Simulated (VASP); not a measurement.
Write the native input for VASP 6.6.1 that does the following.

- Task: band structure
- Functional: SCAN0
- Potentials or basis: VASP PAW PBE potentials, release 64 (Al)
- Cutoff: 520 eV
- k mesh: 6 × 6 × 6
- Occupations: fermi-dirac, width 0.05 eV
- Spin: no spin polarisation
- Grid for exact exchange (PRECFOCK): Fast
- Exchange at q = 0: truncated
- Further INCAR settings: ALGO = Normal; EDIFF = 1e-07

Crystal: Al.

```xyz
1
Lattice="0.0000 2.0248 2.0248 2.0248 0.0000 2.0248 2.0248 2.0248 0.0000" Properties=species:S:1:pos:R:3 pbc="T T T"
Al    0.0000    0.0000    0.0000
```

The input as run:

POSCAR

```
Al
1.0
    0.0000000000      2.0248050000      2.0248050000
    2.0248050000      0.0000000000      2.0248050000
    2.0248050000      2.0248050000      0.0000000000
Al
1
Direct
    0.0000000000      0.0000000000      0.0000000000
```

INCAR.step1

```
SYSTEM = Al
PREC = Accurate ; ENCUT = 520
EDIFF = 1E-5 ; ISMEAR = -1
SIGMA = 0.05 ; LREAL = .FALSE.
LASPH = .TRUE. ; NELM = 100
ALGO = Normal ; ISIF = 2
LWAVE = .TRUE. ; LCHARG = .FALSE.
GGA = PE
```

INCAR.step2

```
SYSTEM = Al
PREC = Accurate ; ENCUT = 520
EDIFF = 1E-7 ; ISMEAR = -1
SIGMA = 0.05 ; LREAL = .FALSE.
LASPH = .TRUE. ; NELM = 100
ALGO = Normal ; ISIF = 2
LWAVE = .FALSE. ; LCHARG = .FALSE.
METAGGA = SCAN ; LHFCALC = .TRUE.
AEXX = 0.25 ; LMIXTAU = .TRUE.
PRECFOCK = Fast ; HFRCUT = -1
ISTART = 1
```

KPOINTS

```
regular mesh
0
G
  6 6 6
  0 0 0
```

KPOINTS_OPT

```
path GXWKGLUWLK,UX
8
line-mode
reciprocal
 0.0000000000  0.0000000000  0.0000000000  G
 0.5000000000  0.0000000000  0.5000000000  X

 0.5000000000  0.0000000000  0.5000000000  X
 0.5000000000  0.2500000000  0.7500000000  W

 0.5000000000  0.2500000000  0.7500000000  W
 0.3750000000  0.3750000000  0.7500000000  K

 0.3750000000  0.3750000000  0.7500000000  K
 0.0000000000  0.0000000000  0.0000000000  G

 0.0000000000  0.0000000000  0.0000000000  G
 0.5000000000  0.5000000000  0.5000000000  L

 0.5000000000  0.5000000000  0.5000000000  L
 0.6250000000  0.2500000000  0.6250000000  U

 0.6250000000  0.2500000000  0.6250000000  U
 0.5000000000  0.2500000000  0.7500000000  W

 0.5000000000  0.2500000000  0.7500000000  W
 0.5000000000  0.5000000000  0.5000000000  L

 0.5000000000  0.5000000000  0.5000000000  L
 0.3750000000  0.3750000000  0.7500000000  K

 0.6250000000  0.2500000000  0.6250000000  U
 0.5000000000  0.0000000000  0.5000000000  X
```

Potentials or basis: VASP PAW PBE potentials, release 64 (Al).

The run is started by

```console
$ cat potpaw_PBE.64/Al/POTCAR > POTCAR
$ cp INCAR.step1 INCAR
$ mpirun -np 1 vasp_std > vasp.out
$ cp INCAR.step2 INCAR
$ mpirun -np 1 vasp_std > vasp.out
```

Results of the run:

The pressure is -2.4 GPa. The band gap along the path is none (metal or under the smearing width).

Caveat: the k mesh is coarse (spacing up to 0.45 Å⁻¹), so the values aren't converged, least of all with exact exchange; the PAW data sets were made with another functional, which shifts forces and pressure a little.

Wall time 5.5 min on 1 thread of AMD EPYC 7R43 64-Core Processor (Zen 3), on a shared host, peak memory 0.1 GiB.
